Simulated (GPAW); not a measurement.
## MgS (Niningerite): relaxation of cell and atoms with PBEsol+D3

MgS (Niningerite):

```xyz
2
Lattice="0.0000 2.6016 2.6016 2.6016 0.0000 2.6016 2.6016 2.6016 0.0000" Properties=species:S:1:pos:R:3 pbc="T T T"
S     2.6016    2.6016    2.6016
Mg    0.0000    0.0000    0.0000
```

```yaml
Program: GPAW 26.7.0
Task: relaxation of cell and atoms
Functional: PBEsol
Dispersion: D3
Potentials_or_basis: PAW data sets generated in the run's folder for this functional
Cutoff: 800 eV
Basis: pw
k_mesh: 9 × 9 × 9
Occupations: fermi-dirac, width 0.05 eV
Spin: no spin polarisation
Maxiter: 150
Optimizer: BFGS
Fmax: 0.02 eV/Å
Max_steps: 60
Convergence: density=1e-05 forces=0.0001
```

| Item | Value |
| --- | --- |
| Relaxed volume | 17.13 Å³/atom |
| Relaxed cell | a = 3.646 Å, b = 3.646 Å, c = 3.646 Å, α = 60.00°, β = 60.00°, γ = 60.00° |
| Space group after relaxing (to 0.05 Å) | Fm-3m (No. 225) |
| Energy gained by relaxing | 3.0 meV/atom |
| Ionic steps | 3 |
| Pressure after relaxing | 0.0 GPa |
| Band gap on the k mesh | 2.90 eV, indirect (least direct gap 3.81 eV) |
| Dispersion energy per atom | -0.191 eV |

Step by step:
```
step  energy change (eV)  largest force (eV/Å)  pressure (GPa)  volume (Å³)
   1              0.0000                0.0000           -2.11        35.22
   2             -0.0021                0.0000           -1.74        35.04
   3             -0.0061                0.0000            0.05        34.27
```

Final structure:
```
S Mg
1.0
     0.00000    2.57802    2.57802
     2.57802    0.00000    2.57802
     2.57802    2.57802    0.00000
S Mg
1 1
Cartesian
  2.5780 2.5780 2.5780
  0.0000 0.0000 0.0000
```

Levels at points of the mesh, in eV from the valence-band top:
| k point | band 5 | band 6 | band 7 | band 8 | band 9 | band 10 | band 11 | band 12 |
| --- | --- | --- | --- | --- | --- | --- | --- | --- |
| (0.00, 0.00, 0.00) | -12.84 | 0.00 | 0.00 | 0.00 | 3.81 | 7.79 | 7.79 | 7.79 |

Wall time 52 s on 1 thread of Arm Neoverse V1, on a shared host, peak memory 0.22 GiB.

Caveat: later steps reuse the first step's grids; an odd mesh through Γ misses points on the zone boundary, where band edges often lie.
